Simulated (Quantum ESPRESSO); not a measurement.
**TiC: phonons with PBE**

Crystal: TiC.

```
CELL_PARAMETERS angstrom
0.00000 2.16572 2.16572
2.16572 0.00000 2.16572
2.16572 2.16572 0.00000
ATOMIC_POSITIONS crystal
Ti 0.00000 0.00000 0.00000
C 0.50000 0.50000 0.50000
```

The cell is a database's computed one.

* Program: Quantum ESPRESSO 7.5
* Task: phonons
* Functional: PBE
* Potentials or basis: GBRV 1.5 PBE
* Cutoff: 612 eV
* Density cutoff: 4898 eV
* k mesh: 11 × 11 × 11
* Occupations: cold, width 0.2 eV
* Spin: no spin polarisation
* Mixing beta: 0.5
* Most SCF iterations: 120
* SCF threshold: 4e-10 Ry

```json
{"Pressure after relaxing": "0.2 GPa", "Band gap on the k mesh": "none (metal or under the smearing width)", "Highest phonon frequency at Γ": "508 cm⁻¹"}
```

Levels at points of the mesh, in eV from the Fermi level:
```
           k point  band 6  band 7  band 8  band 9  band 10  band 11
(0.00, 0.00, 0.00)    0.66    0.66    0.66    1.63     1.63     1.63
```

Phonon frequencies in cm⁻¹ (negative: imaginary):
```
              q point           frequencies
(0.000, 0.000, 0.000)  -2 -2 -2 508 508 508
```

Optical modes at Γ, degenerate ones joined:
| cm⁻¹ | components | symmetry | active in |
| --- | --- | --- | --- |
| 508 | 3 | T1u | IR |

It took 3.2 min on 1 thread of Arm Neoverse N1, on a shared host, peak memory 0.09 GiB.
